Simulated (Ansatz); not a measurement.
# TaC: the cost of one run

Computed with Ansatz 0.2.0 through its Python package. Level of theory: DFT LDA, plane waves, PAW.

The COD entry's cell or inner coordinates are ideal or old and differ from later refinements, so a difference from it is no clean test against experiment.

## Step 1: Starting point

It takes space group Fm-3m (No. 225, cubic). The conventional cell has a = 4.446 Å, b = 4.446 Å, c = 4.446 Å, α = 90.00°, β = 90.00°, γ = 90.00°. Ta (site symmetry m-3m) has 6 C at 2.22 Å as nearest neighbours. C (site symmetry m-3m) has 6 Ta at 2.22 Å as nearest neighbours.

No structure file is read: the coordinates are typed or built in the script.

## Step 2: The code

run_vcrelax.py

```python
"""Variable-cell relaxation of TaC."""

import warnings

import ansatz as az
from ase.data import atomic_numbers
import matplotlib.pyplot as plt
import numpy as np
import spglib

def edges_and_angles(cell):
    cell = np.asarray(cell)
    a, b, c = np.linalg.norm(cell, axis=1)
    cosines = cell[1] @ cell[2] / (b * c), cell[0] @ cell[2] / (a * c), cell[0] @ cell[1] / (a * b)
    return (a, b, c, *np.degrees(np.arccos(cosines)))

warnings.simplefilter("ignore", az.DeckWarning)

tac = (
    az.Lattice.fcc(4.446)
    .space_group(225)
    .atom("Ta", (0.0, 0.0, 0.0))
    .atom("C", (0.5, 0.0, 0.0))
    .primitive()
)

# a pressure is positive in compression
job = (
    tac.calculation()
    .pseudopotentials("paw")
    .kpoints(mesh=(13, 13, 13))
    .occupations("fermi_dirac", width=100 * az.meV)
    .functional("lda")
    .relax(force_tolerance=0.05, max_steps=40, pressure=20 * az.kbar)
)
steps = []


def follow(event):
    if event["event"] != "relax_step":
        return
    row = event["data"]
    steps.append(row)
    print(f"step {row['step']:3d}  E = {row['lagrangian_ev']:.5f} eV  largest force component = {row['allowed_force_max_ev_ang']:.4f} eV/A  P = {row['pressure_gpa']:.3f} GPa")


outcome = job.session().plan(threads=1).execute(on_event=follow)
rep = outcome.report

first, last = steps[0], steps[-1]
symbols = [site.symbol for site in outcome.lattice.sites]
print(f"energy gained {first['lagrangian_ev'] - last['lagrangian_ev']:.4f} eV in {len(steps) - 1} steps")
for label, vectors in (("before", first["cell_ang"]), ("after", outcome.lattice.cell_ang)):
    print(label, "a b c (A) {:.4f} {:.4f} {:.4f}  angles {:.2f} {:.2f} {:.2f}".format(*edges_and_angles(vectors)), f" V = {abs(np.linalg.det(vectors)):.3f} A^3")
print("final stress xx yy zz (GPa, compression positive):", np.round(np.diag(rep["stress_gpa"]), 3) + 0.0)

fig, (top, bottom) = plt.subplots(2, 1, sharex=True, figsize=(4.5, 4))
top.plot([s["lagrangian_ev"] - last["lagrangian_ev"] for s in steps], "o-")
top.set_ylabel("E - E(final) (eV)")
bottom.semilogy([max(s["allowed_force_max_ev_ang"], 1e-6) for s in steps], "s-")
bottom.set(xlabel="step", ylabel="largest force (eV/A)")
fig.tight_layout()
fig.savefig("relax.png", dpi=100)

fractions = [site.position_frac for site in outcome.lattice.sites]
numbers = [atomic_numbers[s] for s in symbols]
for tolerance in (1e-3, 1e-2, 1e-1):
    print(f"space group at {tolerance} A:", spglib.get_spacegroup((outcome.lattice.cell_ang, fractions, numbers), symprec=tolerance))

change = np.array(last["positions_ang"]) @ np.linalg.inv(last["cell_ang"]) - np.array(first["positions_ang"]) @ np.linalg.inv(first["cell_ang"])
moved = np.linalg.norm(change @ np.array(last["cell_ang"]), axis=1)
print("displacement within the cell, strain taken out (A):", " ".join(f"{s}:{d:.3f}" for s, d in zip(symbols, moved)))

print("%-22s %14.5f eV" % ("F = E - TS", rep["free_energy_ev"]))
print("%-22s %14.5f eV" % ("E", rep["internal_energy_ev"]))
print("%-22s %14.5f eV" % ("Harris-Foulkes", rep["harris_foulkes_ev"]))
print("%-22s %14.5f eV" % ("Fermi level", rep["fermi_energy_ev"]))
```

## Step 3: Running it

Command:

```sh
> python run_vcrelax.py
```

What time and memory should one allow on 1 thread of Intel Xeon Platinum 8259CL at 2.50GHz (Skylake/Cascade Lake), shared host?

About 18 s, with a peak of 0.45 GiB.
